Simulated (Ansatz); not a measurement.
MoP:

```
Mo P
1.0
     3.22300    0.00000    0.00000
    -1.61150    2.79120    0.00000
     0.00000    0.00000    3.19100
Mo P
1 1
Direct
  0.00000 0.00000 0.00000
  0.33333 0.66667 0.50000
```

Base run:

```yaml
Program: Ansatz 0.2.0
Functional: PBEsol
Potentials_or_basis: Ansatz PAW
Cutoff: "420 eV (not typed: the program's choice for these potentials)"
k_mesh: 10 × 10 × 8
Occupations: fermi-dirac, width 0.05 eV
Spin: no spin polarisation
```

Its results: band gap on the k mesh none (metal or under the smearing width); pressure -3.8 GPa.

Problem. The run is repeated on the same cell with these changes: functional from PBEsol to PBE; cutoff from 420 eV (not typed: the program's choice for these potentials) to 250 eV. What comes out?

Solution. Band gap on the k mesh none (metal or under the smearing width); pressure 3.1 GPa.

PBE binds less tightly than PBEsol, so the same cell stands under more pressure.

Caveats: the PAW data sets come from PBE, with cores solved anew for the run's functional, which leaves a small shift of forces and pressure (some runs); the pressure holds a Pulay correction of +25.9 GPa for the finite cutoff (some runs); the cutoff lies under the one recommended for these potentials (some runs).
